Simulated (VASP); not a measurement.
# TePt (P6_3/mmc) in VASP: a series of runs

The runs below take TePt through single point, with PBEsol+U.

Program: VASP 6.6.1. These are calculated values, not measurements. Logs are shortened: lines on timing, memory, paths and dates and some standing lists are left out, and cuts for length are marked.

### Step 1. The crystal as given

Symmetry: P6_3/mmc, No. 194, hexagonal system. Conventional cell: a = 4.111 Å, b = 4.111 Å, c = 5.446 Å, α = 90.00°, β = 90.00°, γ = 120.00°. Around Te (site symmetry -6m2) lie 6 Pt at 2.74 Å. Around Pt (site symmetry -3m) lie 2 Pt at 2.72 Å and 6 Te at 2.74 Å.

Measurements of this composition are mostly on another form, of space group No. 166.

### Step 2. Single point, PBEsol+U, collinear spin, typed start

Contents of INCAR:

```
PREC = Accurate
ENCUT = 520
EDIFF = 1E-6
ISMEAR = 0
SIGMA = 0.05
LREAL = False
LASPH = True
NELM = 150
ALGO = Normal
ISIF = 2
LWAVE = False
LCHARG = True
ISPIN = 2
MAGMOM = 0 0 2 2
LORBIT = 11
LMAXMIX = 4
LDAU = True
LDAUTYPE = 2
LDAUL = -1 2
LDAUU = 0 6
LDAUJ = 0 0
LDAUPRINT = 1
GGA = PS
LELF = True
LVHAR = True
NBANDS = 28
```

Contents of KPOINTS:

```
Automatic mesh
0
Gamma
  5 5 4
```

Contents of POSCAR:

```
TePt
1.0
    4.1109992400      0.0000000000      0.0000000000
   -2.0554996200      3.5602297800      0.0000000000
    0.0000000000      0.0000000000      5.4459992500
Te Pt
2 2
Direct
    0.3333333333      0.6666666667      0.2500000000
    0.6666666667      0.3333333333      0.7500000000
    0.0000000000      0.0000000000      0.0000000000
    0.0000000000      0.0000000000      0.5000000000
```

Potentials or basis: VASP PAW PBE potentials, release 64 (Te, Pt).

Command:

```console
> cat potpaw_PBE.64/Te/POTCAR potpaw_PBE.64/Pt/POTCAR > POTCAR
> mpirun -np 1 vasp_std > vasp.out
```

OUTCAR:

```text
PREC = Accurate
   ENCUT = 520
   EDIFF = 1E-6
   ISMEAR = 0
   LREAL = False
   LASPH = True
   NELM = 150
   ISIF = 2
   ISPIN = 2
   LORBIT = 11
   GGA = PS

 ion  position               nearest neighbor table
   1  0.333  0.667  0.250-   3 2.74   4 2.74   3 2.74   4 2.74   3 2.74   4 2.74   2 3.61   2 3.61
                             2 3.61   2 3.61   2 3.61   2 3.61
   2  0.667  0.333  0.750-   3 2.74   4 2.74   3 2.74   4 2.74   3 2.74   4 2.74   1 3.61   1 3.61
                             1 3.61   1 3.61   1 3.61   1 3.61
   3  0.000  0.000  0.000-   4 2.72   4 2.72   1 2.74   2 2.74   2 2.74   1 2.74   2 2.74   1 2.74

   4  0.000  0.000  0.500-   3 2.72   3 2.72   1 2.74   2 2.74   2 2.74   1 2.74   2 2.74   1 2.74

  LATTYP: Found a hexagonal cell.
 ALAT       =     4.1109992400
 C/A-ratio  =     1.3247385689

  Lattice vectors:

 A1 = (   4.1109992400,   0.0000000000,   0.0000000000)
 A2 = (  -2.0554996200,   3.5602297800,   0.0000000000)
 A3 = (   0.0000000000,   0.0000000000,   5.4459992500)

Analysis of symmetry for initial positions (statically):
=====================================================================
 Subroutine PRICEL returns:
 Original cell was already a primitive cell.

 Routine SETGRP: Setting up the symmetry group for a
 hexagonal supercell.

 Subroutine GETGRP returns: Found 24 space group operations
 (whereof 12 operations were pure point group operations)
 out of a pool of 24 trial point group operations.

The static configuration has the point symmetry D_3d.
 The point group associated with its full space group is D_6h.

Analysis of symmetry for dynamics (positions and initial velocities):
=====================================================================
 Subroutine PRICEL returns:
 Original cell was already a primitive cell.

 Routine SETGRP: Setting up the symmetry group for a
 hexagonal supercell.

 Subroutine GETGRP returns: Found 24 space group operations
 (whereof 12 operations were pure point group operations)
 out of a pool of 24 trial point group operations.

The dynamic configuration has the point symmetry D_3d.
 The point group associated with its full space group is D_6h.

Analysis of structural, dynamic, and magnetic symmetry:
[... 213 lines left out ...]
  o =  0.9305  v =  0.0000  0.0000  0.0000  0.0000  0.0000 -0.0000 -0.7699  0.0000  0.0000  0.6382      0.0000  0.0000  0.0000  0.0000  0.0000  0.0000  0.0000  0.0000  0.0000  0.0000
  o =  0.9305  v = -0.6381 -0.0000 -0.0000  0.7700  0.0000  0.0000  0.0000  0.0000  0.0000  0.0000      0.0000  0.0000  0.0000  0.0000  0.0000  0.0000  0.0000  0.0000  0.0000  0.0000
  o =  0.9305  v =  0.0000  0.7700 -0.0000  0.0000 -0.6381  0.0000  0.0000  0.0000  0.0000  0.0000      0.0000  0.0000  0.0000  0.0000  0.0000  0.0000  0.0000  0.0000  0.0000  0.0000

 number of electron      31.9999996 magnetization      -0.0002821

 Free energy of the ion-electron system (eV)
  ---------------------------------------------------
  ext. energy  EPLUGINS =         0.00000000
  ---------------------------------------------------
  free energy    TOTEN  =       -14.56784514 eV

  energy without entropy =      -14.56589987  energy(sigma->0) =      -14.56687251

 E-fermi :  10.1241     XC(G=0): -11.6795

 val. band max:       10.1220387622   @ k =   0.4000   0.2000   0.0000
 cond. band min:      10.4148964827   @ k =   0.4000   0.2000   0.2500
 fundamental gap:      0.2928577205
 Fermi energy:        10.1240931389

 spin component 1

 k-point     1 :       0.0000    0.0000    0.0000
  band No.  band energies     occupation
      1      -4.1955      1.00000
      2      -1.1392      1.00000
      3       2.4053      1.00000
      4       2.9298      1.00000
      5       2.9298      1.00000
      6       3.1758      1.00000
[... 454 lines left out ...]
     27      20.9325      0.00000
     28      20.9325      0.00000
 Fermi energy:        10.1240931389

 spin component 2

 k-point     1 :       0.0000    0.0000    0.0000
  band No.  band energies     occupation
      1      -4.1955      1.00000
      2      -1.1392      1.00000
      3       2.4053      1.00000
      4       2.9297      1.00000
      5       2.9297      1.00000
      6       3.1757      1.00000
[... 454 lines left out ...]
     27      20.9325      0.00000
     28      20.9325      0.00000

------------------------ aborting loop because EDIFF is reached ----------------------------------------

  FORCE on cell =-STRESS in cart. coord.  units (eV):
  Direction    XX          YY          ZZ          XY          YZ          ZX
  --------------------------------------------------------------------------------------
  -------------------------------------------------------------------------------------
  Total        1.0114517      1.0114517      1.4681893     -0.0000000      0.0000000      0.0000000
  in kB       20.3307183     20.3307183     29.5113885     -0.0000000      0.0000000      0.0000000
  external PRESSURE =      23.3909417 kB  Pullay stress =       0.0000000 kB

 VOLUME and BASIS-vectors are now :
 -----------------------------------------------------------------------------
  energy-cutoff  :      520.00
  volume of cell :       79.71
      direct lattice vectors                 reciprocal lattice vectors
     4.110999240  0.000000000  0.000000000     0.243249863  0.140440373  0.000000000
    -2.055499620  3.560229780  0.000000000     0.000000000  0.280880747  0.000000000
     0.000000000  0.000000000  5.445999250     0.000000000  0.000000000  0.183621032

 POSITION                                       TOTAL-FORCE (eV/Angst)
 -----------------------------------------------------------------------------------
     -0.00000      2.37349      1.36150        -0.000000     -0.000000      0.000000
      2.05550      1.18674      4.08450         0.000000      0.000000      0.000000
      0.00000      0.00000      0.00000         0.000000      0.000000      0.000000
      0.00000      0.00000      2.72300         0.000000      0.000000      0.000000
 -----------------------------------------------------------------------------------
    total drift:                                0.000000     -0.000000      0.000000

  FREE ENERGIE OF THE ION-ELECTRON SYSTEM (eV)
  ---------------------------------------------------
  free  energy   TOTEN  =       -14.5678451398 eV

  energy  without entropy=      -14.5658998726  energy(sigma->0) =      -14.56687251

 total charge

# of ion       s       p       d       tot
------------------------------------------
    1        1.403   1.786   0.102   3.291
    2        1.403   1.786   0.102   3.291
    3        0.589   0.525   8.887  10.002
    4        0.589   0.525   8.887  10.002
--------------------------------------------------
tot          3.985   4.622  17.979  26.586

 magnetization (x)

# of ion       s       p       d       tot
------------------------------------------
    1       -0.000  -0.000  -0.000  -0.000
    2       -0.000  -0.000  -0.000  -0.000
    3       -0.000  -0.000  -0.000  -0.000
    4       -0.000  -0.000  -0.000  -0.000
--------------------------------------------------
tot         -0.000  -0.000  -0.000  -0.000
```

Wall time 52 s (1 thread of Intel Xeon Platinum 8488C (Sapphire Rapids), shared host); peak memory 0.25 GiB.

Results:

* Free energy: -14.5678 eV
* Pressure: 2.3 GPa
* Band gap on the k mesh: none (metal or under the smearing width)
* Net moment: 0.00 μB per cell
* Valence electrons inside the program's atomic spheres: Te 3.29; Pt 10.00

Stress tensor (GPa, compression positive):
```
2.03 0.00 0.00
0.00 2.03 0.00
0.00 0.00 2.95
```

Eigenvalues of the final occupation matrices:
```
    site  spin  trace               eigenvalues
site 3 d     1   4.48  0.86 0.86 0.91 0.93 0.93
site 3 d     2   4.48  0.86 0.86 0.91 0.93 0.93
site 4 d     1   4.48  0.86 0.86 0.91 0.93 0.93
site 4 d     2   4.48  0.86 0.86 0.91 0.93 0.93
```

Caveat: the PAW data sets were made with another functional, which shifts forces and pressure a little; the U is typed as a test and isn't derived for this compound. The state reached can hang on the start; a lower one may exist.

### Step 3. Single point, PBEsol+U, collinear spin, typed start

Contents of INCAR:

```
SYSTEM = TePt
PREC     = Accurate       ! precision mode
ENCUT    = 520            ! plane-wave cutoff, eV
EDIFF    = 1E-7           ! SCF threshold, eV
ISMEAR   = 0              ! smearing method
SIGMA    = 0.05           ! smearing width, eV
LREAL    = .FALSE.        ! projectors in reciprocal space
LASPH    = .TRUE.         ! aspherical terms in the spheres
NELM     = 150            ! most SCF steps
ALGO     = Fast           ! electronic algorithm
ISIF     = 2              ! what is computed and relaxed
LWAVE    = .FALSE.        ! write WAVECAR
LCHARG   = .FALSE.        ! write CHGCAR
ISPIN    = 2              ! spin polarisation
MAGMOM   = 0 0 0.5 0.5    ! initial moments
LORBIT   = 11             ! projections on sites
NUPDOWN  = 1.0            ! fixed moment
LMAXMIX  = 4              ! l up to which the mixer works
LDAU     = .TRUE.         ! DFT+U
LDAUTYPE = 2            
LDAUL    = -1 2           ! shell
LDAUU    = 0 6            ! U, eV
LDAUJ    = 0 0          
LDAUPRINT= 1            
GGA      = PS             ! functional
NBANDS   = 28             ! bands
```

Contents of KPOINTS:

```
regular mesh
0
G
  5 5 4
  0 0 0
```

POSCAR is that of step 2.

Potentials or basis: VASP PAW PBE potentials, release 64 (Te, Pt).

Command:

```console
> cat potpaw_PBE.64/Te/POTCAR potpaw_PBE.64/Pt/POTCAR > POTCAR
> mpirun -np 1 vasp_std > vasp.out
```

Run time: 55 s. Hardware: 1 thread of Intel Xeon Platinum 8488C (Sapphire Rapids), shared host; peak memory 0.25 GiB.

Results (log left out):

| Quantity | Value |
| --- | --- |
| Free energy | -14.3351 eV |
| Pressure | 3.5 GPa |
| Net moment | 1.00 μB per cell |
| Site moments | Te +0.15; Pt +0.26 μB |
| Valence electrons inside the program's atomic spheres | Te 3.29; Pt 9.99 |

Stress tensor (GPa, compression positive):
```
4.07 0.00 0.00
0.00 4.07 0.00
0.00 0.00 2.50
```

Eigenvalues of the final occupation matrices:
```csv
site,spin,trace,eigenvalues
site 3 d,1,4.59,0.90 0.90 0.91 0.94 0.94
site 3 d,2,4.37,0.83 0.83 0.86 0.93 0.93
site 4 d,1,4.59,0.90 0.90 0.91 0.94 0.94
site 4 d,2,4.37,0.83 0.83 0.86 0.93 0.93
```

Caveat: the PAW data sets were made with another functional, which shifts forces and pressure a little; the total moment is fixed, so each spin has its own Fermi level; the U is typed as a test and isn't derived for this compound. The state reached can hang on the start; a lower one may exist.
